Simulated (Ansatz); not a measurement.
This cell of LiI (rock salt) is off equilibrium:

```
LiI
1.0
    0.00000     6.01904     6.01904
    3.00952     3.00952     6.01904
    3.00952     3.00952     0.00000
I Li
2 2
Direct
  0.00143   0.99857   0.00143
  0.49857   0.00143   0.99857
  0.02492   0.47508   0.52492
  0.47508   0.52492   0.47508
```

Computed with PBE (plane waves to 420 eV, PAW, scalar-relativistic; Ansatz, a program for electronic structure). k mesh 10×10×10 (Γ-centred), Fermi-Dirac smearing 0.05 eV. Compression counts positive. LiI was relaxed with its symmetry unable to fall. Spin-orbit coupling is left out, though I is heavy.

Question: Predict the force on every atom, in eV/Å.

Answer: 
```tsv
atom	Fx	Fy	Fz
I1	0.000	-0.075	0.000
I2	0.000	0.075	0.000
Li3	0.000	-0.073	0.000
Li4	0.000	0.073	0.000
```

Question: Give the stress tensor in GPa and the pressure.

Answer: 
```
  -0.02     0.00     0.00
   0.00     0.46     0.00
   0.00     0.00     0.00
```
The pressure, a third of the trace, is 0.15 GPa.

(A displaced cell: forces are minus the slopes of the energy, force constants its curvatures, and phonons follow from these.)
